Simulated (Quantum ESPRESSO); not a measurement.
Nb:

```
CELL_PARAMETERS angstrom
-1.66395 1.66395 1.66395
1.66395 -1.66395 1.66395
1.66395 1.66395 -1.66395
ATOMIC_POSITIONS crystal
Nb 0.00000 0.00000 0.00000
```

Base run:

| Property | Result |
| --- | --- |
| Program | Quantum ESPRESSO 7.5 |
| Functional | AM05 |
| Potentials or basis | SG15 PBE 1.2 |
| Cutoff | 952 eV |
| Density cutoff | 3810 eV |
| k mesh | 11 × 11 × 11 |
| Occupations | fermi-dirac, width 0.05 eV |
| Spin | no spin polarisation |

Its results: band gap on the k mesh none (metal or under the smearing width); pressure -7.9 GPa.

Task: The run is repeated on the same cell with these changes: functional from AM05 to revPBE. What comes out?

Result: Band gap on the k mesh none (metal or under the smearing width); pressure -0.3 GPa.

revPBE binds less tightly than AM05, so the same cell stands under more pressure.

Caveats: the potentials were made for another functional, which shifts forces and pressure.
